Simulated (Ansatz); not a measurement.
# Sn (Immm) in Ansatz: notebook

One crystal, Sn, is run at these levels: PBEsol; tasks: single point.

Everything below comes from runs of Ansatz 0.2.0. Logs are shortened: lines on timing, memory, paths and dates and some standing lists are left out, and cuts for length are marked.

## 1. The structure

The structure is orthorhombic, space group Immm (No. 71). Conventional cell: a = 3.453 Å, b = 3.551 Å, c = 4.677 Å, α = 90.00°, β = 90.00°, γ = 90.00°. Sn (site symmetry mmm) has 12 Sn at 3.41 to 3.55 Å as nearest neighbours.

This isn't the form of Sn at room conditions, which is tetragonal (white tin).

## 2. Single point, PBEsol, 26.95 Å³/atom (volume scaled by 0.94)

Contents of input.yaml:

```yaml
crystal:
  lattice:
    - [-1.6912936206, 1.7393011766, 2.2906073406]
    - [1.6912936206, -1.7393011766, 2.2906073406]
    - [1.6912936206, 1.7393011766, -2.2906073406]
  atoms:
    - { symbol: Sn, position: [0.0, 0.0, 0.0] }
kpoints:
  mp_grid: { grid: [11, 11, 11] }
scf:
  occupations: { method: fermi_dirac, width: 0.05 }
hamiltonian:
  xc: pbesol
  pseudopotentials: { kind: all_electron, lapw: { basis_error: 0.0005 } }
output:
  forces: true
  stress: true
  eigenvalues: true
```

Potentials or basis: all-electron LAPW, scalar-relativistic.

Command:

```console
ansatz run input.yaml --threads 1 --pin off --max-ram 3072MiB --backend cpu --events-out ev --progress --plain --runs-dir out
```

What it wrote:

```text
Warning: RAYON_NUM_THREADS=1 ignored (pool sized by the plan → 1); use --threads N
LAPW: plane waves up to 6.828 Å⁻¹, error target 5.0e-4 eV per atom; small_component_spin mean_spin; Sn in spheres of 1.668 Å, 22 of its electrons in bands, Dirac shells [] (how accurate: hamiltonian.pseudopotentials.lapw.basis_error, Limitations)
Engine: ansatz 0.2.0, x86_64-unknown-linux-gnu
Pseudopotentials: kind: all_electron
Pseudopotential: Sn, LAPW, valence charge 22, lapw/all_electron/scalar/gaussian/Sn, Koelling and Harmon's equation, gaussian nucleus
Functional definition: PBEsol
  exchange = pbesol_x
  correlation = pbesol_c
Crystal: 1 atoms, lattice volume = 26.953 Å³
Basis set: ecut = 177.61731695011758 eV, 157 PW (Γ), exchange–correlation at level 2
Bands: 15, of which v1, the nominal top of the filled ones, is band 11 counted from 1 (10 counted from 0)
Symmetry: 8 space group operations
Space group: Immm (ITA 71), of the structure as read, at distance tolerance 3.0e-5 Å
k-points: 216 of 1331
Non-local potential: Sn, projectors of the file, none
Initial density: superposition of atomic densities (chi_scale 0.1, normalization cell)
Initial wavefunctions: plane waves of lowest kinetic energy (no species holds an atomic orbital)
Functional: x = pbesol(κ = 0.804, μ = 0.12345679012345678), c = pbesol(β = 0.046)
iter 1 solved again at ethr=1.89e-5 eV; its pass at ethr=1.00e-1 eV (dr2=4.15e-3 eV) is discarded
SCF iter   1: F=—  HF=-168015.022192 eV  |F-HF|=—  |Δ(HF+E_count)|=         —  Δρ=4.70e-3  dr2=4.22e-3  ethr=1.89e-5  ⟨swp⟩=3.8  Hψ=23785  notcnv=0
preconditioner: auto → Kerker (q_TF=auto, 2.638 Å⁻¹)  [metal: Δε(μ)=0.092 eV  Ē_g=22.800 eV  σ=0.050 eV  W_gap=0.42  n_scr=12 (ndim 8)  ℏωp=26.8 eV  f_vac=0.000  D(μ)=0.48/eV (n_scr^D=0)]
SCF iter   2: F=—  HF=-168015.008000 eV  |F-HF|=—  |Δ(HF+E_count)|=   1.42e-2  Δρ=2.81e-3  dr2=1.87e-3  ethr=1.89e-5  ⟨swp⟩=2.0  Hψ=9307  notcnv=0  defer=1
SCF iter   3: F=—  HF=-168015.006712 eV  |F-HF|=—  |Δ(HF+E_count)|=   1.29e-3  Δρ=1.62e-3  dr2=7.35e-4  ethr=8.51e-6  ⟨swp⟩=2.0  Hψ=9304  notcnv=0
SCF iter   4: F=—  HF=-168015.006595 eV  |F-HF|=—  |Δ(HF+E_count)|=   1.16e-4  Δρ=7.88e-4  dr2=2.02e-4  ethr=3.34e-6  ⟨swp⟩=2.0  Hψ=9303  notcnv=0
iter 5 solved again at ethr=2.43e-8 eV; its pass at ethr=9.18e-7 eV (dr2=5.34e-6 eV) is discarded
SCF iter   5: F=—  HF=-168015.006615 eV  |F-HF|=—  |Δ(HF+E_count)|=   1.96e-5  Δρ=1.29e-4  dr2=5.32e-6  ethr=2.43e-8  ⟨swp⟩=2.0  Hψ=15798  notcnv=0
SCF iter   6: F=—  HF=-168015.006615 eV  |F-HF|=—  |Δ(HF+E_count)|=   1.78e-8  Δρ=3.47e-5  dr2=2.64e-7  ethr=2.42e-8  ⟨swp⟩=2.0  Hψ=9303  notcnv=0
SCF iter   7: F=-168015.006615 eV  HF=-168015.006615 eV  |F-HF|=2.04e-10  |Δ(HF+E_count)|=   4.35e-8  Δρ=7.91e-6  dr2=2.21e-8  ethr=1.20e-9  ⟨swp⟩=2.0  Hψ=9303  notcnv=0
SCF 1 converged in 7 iterations: F = -168015.006615 eV  dr2 = 2.21e-8
SCF converged after 7 iterations
Free energy (F): -168015.006615 eV
Harris-Foulkes:  -168015.006615 eV  (|F-HF|=2.04e-10)
Internal energy: -168015.002725 eV  (E = F + TS)
E sigma→0 (E₀):  -168015.004670 eV
Entropy (-TS):   -0.003890 eV (-3.890 meV/atom)
Fermi energy:    13.819533 eV
--- Per-component energies (eV) ---
  E_band       = -697.217391
  E_kinetic    = 176691.009301
  E_xc         = -4422.119115
  E_electrostatic = -340283.892911  (all electrons and nuclei)
  E_smearing   = -0.003890  (= −TS)
  E_closure    = 0.000000  (closes the sum)
  E_atoms      = -168010.797820  (free atoms, spherical and without spin; not in F)
  Σ components = -168015.006615   (vs F -168015.006615, Δ=0.00e0)
  Basis errors (estimates in eV, not in F): energy 1.1e-4 per atom: plane waves 1.1e-4 (5.3e-5 summed), levels above the bands 1.3e-90, relativity 6.2e-9, radial functions 2.5e-6, core shells 1.2e-10; eigenvalues (radial functions only) 1.0e-5; not estimated: angular momenta, meshes, grids; target (lapw.basis_error) 5.0e-4; muffin-tin radii Sn 1.668 Å
--- Forces (eV/Å), atoms counted from 1 ---
  atom   1  Sn     0.00000000     0.00000000    -0.00000000
  max |Σ_I F_I| component: 4.93e-32 eV/Å
--- Stress (GPa, compression-positive) ---
       -0.022372      -0.000000      -0.000000
       -0.000000      -1.849423       0.000000
       -0.000000       0.000000      -0.489115
  P = ⅓ Tr σ = -0.7870 GPa (-7.870 kbar)
--- Band table (eV; the first three rows and the last of 216) ---
  k-point 0: bands = ["-115.4215", "-71.2566", "-71.2528", "-71.2486", "-7.6545", "-7.6372", "-7.6122", "-7.5751", "-7.5334", "2.6269", "21.3434", "21.4889", "21.9441", "24.5289", "25.3211"]
  k-point 1: bands = ["-115.4215", "-71.2567", "-71.2529", "-71.2487", "-7.6550", "-7.6277", "-7.6015", "-7.5781", "-7.5322", "2.8472", "20.5032", "20.5038", "20.9969", "23.2671", "25.9658"]
  k-point 2: bands = ["-115.4214", "-71.2571", "-71.2534", "-71.2490", "-7.6709", "-7.5932", "-7.5871", "-7.5717", "-7.5238", "3.5091", "18.7847", "18.9109", "19.2182", "21.9179", "23.0118"]
  k-point 215: bands = ["-115.4213", "-71.2582", "-71.2544", "-71.2517", "-7.7066", "-7.6607", "-7.4881", "-7.4561", "-7.4528", "9.5331", "10.6626", "14.6820", "15.2061", "18.7095", "20.6662"]
```

Run time: 14 s. Hardware: 1 thread of Intel Xeon Platinum 8375C at 2.90GHz (Ice Lake), shared host; peak memory 0.39 GiB.

What came out:

| Property | Result |
| --- | --- |
| Free energy | -168015.0066 eV |
| Pressure | -0.8 GPa |
| Band gap on the k mesh | none (metal or under the smearing width) |

## 3. Single point, PBEsol, 27.53 Å³/atom (volume scaled by 0.96)

input.yaml, as its differences from that of step 2:

```diff
@@ -2,5 +2,5 @@
   lattice:
-    - [-1.6912936206, 1.7393011766, 2.2906073406]
-    - [1.6912936206, -1.7393011766, 2.2906073406]
-    - [1.6912936206, 1.7393011766, -2.2906073406]
+    - [-1.7032045314, 1.75155018, 2.3067389097]
+    - [1.7032045314, -1.75155018, 2.3067389097]
+    - [1.7032045314, 1.75155018, -2.3067389097]
   atoms:
```

Potentials or basis: all-electron LAPW, scalar-relativistic.

Command:

```console
ansatz run input.yaml --threads 1 --pin off --max-ram 3072MiB --backend cpu --events-out ev --progress --plain --runs-dir out
```

It took 13 s on 1 thread of Intel Xeon Platinum 8375C at 2.90GHz (Ice Lake), shared host; peak memory 0.4 GiB.

The run converged. Its results:

```yaml
Free_energy: -168015.0019 eV
Pressure: -1.8 GPa
Band_gap_on_the_k_mesh: none (metal or under the smearing width)
```

## 4. Single point, PBEsol, 28.10 Å³/atom (volume scaled by 0.98)

input.yaml, as its differences from that of step 3:

```diff
@@ -2,5 +2,5 @@
   lattice:
-    - [-1.7032045314, 1.75155018, 2.3067389097]
-    - [1.7032045314, -1.75155018, 2.3067389097]
-    - [1.7032045314, 1.75155018, -2.3067389097]
+    - [-1.7149511408, 1.7636302181, 2.3226479567]
+    - [1.7149511408, -1.7636302181, 2.3226479567]
+    - [1.7149511408, 1.7636302181, -2.3226479567]
   atoms:
```

Command:

```console
ansatz run input.yaml --threads 1 --pin off --max-ram 3072MiB --backend cpu --events-out ev --progress --plain --runs-dir out
```

Run time: 15 s. Hardware: 1 thread of Intel Xeon Platinum 8375C at 2.90GHz (Ice Lake), shared host; peak memory 0.4 GiB.

The run converged. Its results:

* Free energy: -168014.9936 eV
* Pressure: -2.8 GPa
* Band gap on the k mesh: none (metal or under the smearing width)

## 5. Single point, PBEsol, 28.67 Å³/atom

input.yaml, as its differences from that of step 4:

```diff
@@ -2,5 +2,5 @@
   lattice:
-    - [-1.7149511408, 1.7636302181, 2.3226479567]
-    - [1.7149511408, -1.7636302181, 2.3226479567]
-    - [1.7149511408, 1.7636302181, -2.3226479567]
+    - [-1.726539, 1.775547, 2.338342]
+    - [1.726539, -1.775547, 2.338342]
+    - [1.726539, 1.775547, -2.338342]
   atoms:
```

Command:

```console
ansatz run input.yaml --threads 1 --pin off --max-ram 3072MiB --backend cpu --events-out ev --progress --plain --runs-dir out
```

It took 13 s on 1 thread of Intel Xeon Platinum 8375C at 2.90GHz (Ice Lake), shared host; peak memory 0.4 GiB.

It converged, with:

| Item | Value |
| --- | --- |
| Free energy | -168014.9821 eV |
| Pressure | -3.6 GPa |
| Band gap on the k mesh | none (metal or under the smearing width) |

## 6. Single point, PBEsol, 29.25 Å³/atom (volume scaled by 1.02)

input.yaml, as its differences from that of step 5:

```diff
@@ -2,5 +2,5 @@
   lattice:
-    - [-1.726539, 1.775547, 2.338342]
-    - [1.726539, -1.775547, 2.338342]
-    - [1.726539, 1.775547, -2.338342]
+    - [-1.7379733663, 1.7873059321, 2.3538281599]
+    - [1.7379733663, -1.7873059321, 2.3538281599]
+    - [1.7379733663, 1.7873059321, -2.3538281599]
   atoms:
```

Potentials or basis: all-electron LAPW, scalar-relativistic.

Command:

```console
ansatz run input.yaml --threads 1 --pin off --max-ram 3072MiB --backend cpu --events-out ev --progress --plain --runs-dir out
```

Wall time 12 s (1 thread of Intel Xeon Platinum 8375C at 2.90GHz (Ice Lake), shared host); peak memory 0.4 GiB.

The run converged. Its results:

```yaml
Free_energy: -168014.9679 eV
Pressure: -4.3 GPa
Band_gap_on_the_k_mesh: none (metal or under the smearing width)
```

## 7. Single point, PBEsol, 29.82 Å³/atom (volume scaled by 1.04)

input.yaml, as its differences from that of step 6:

```diff
@@ -2,5 +2,5 @@
   lattice:
-    - [-1.7379733663, 1.7873059321, 2.3538281599]
-    - [1.7379733663, -1.7873059321, 2.3538281599]
-    - [1.7379733663, 1.7873059321, -2.3538281599]
+    - [-1.7492592239, 1.79891214, 2.3691131866]
+    - [1.7492592239, -1.79891214, 2.3691131866]
+    - [1.7492592239, 1.79891214, -2.3691131866]
   atoms:
```

Command:

```console
ansatz run input.yaml --threads 1 --pin off --max-ram 3072MiB --backend cpu --events-out ev --progress --plain --runs-dir out
```

It took 13 s on 1 thread of Intel Xeon Platinum 8375C at 2.90GHz (Ice Lake), shared host; peak memory 0.4 GiB.

It converged, with:

| Property | Result |
| --- | --- |
| Free energy | -168014.9512 eV |
| Pressure | -5.0 GPa |
| Band gap on the k mesh | none (metal or under the smearing width) |

## 8. Single point, PBEsol, 30.39 Å³/atom (volume scaled by 1.06)

input.yaml, as its differences from that of step 7:

```diff
@@ -2,5 +2,5 @@
   lattice:
-    - [-1.7492592239, 1.79891214, 2.3691131866]
-    - [1.7492592239, -1.79891214, 2.3691131866]
-    - [1.7492592239, 1.79891214, -2.3691131866]
+    - [-1.7604013028, 1.810370488, 2.3842034864]
+    - [1.7604013028, -1.810370488, 2.3842034864]
+    - [1.7604013028, 1.810370488, -2.3842034864]
   atoms:
```

Command:

```console
ansatz run input.yaml --threads 1 --pin off --max-ram 3072MiB --backend cpu --events-out ev --progress --plain --runs-dir out
```

Wall time 14 s (1 thread of Intel Xeon Platinum 8375C at 2.90GHz (Ice Lake), shared host); peak memory 0.4 GiB.

It converged, with:

```
Free energy            : -168014.9324 eV
Pressure               : -5.5 GPa
Band gap on the k mesh : none (metal or under the smearing width)
```
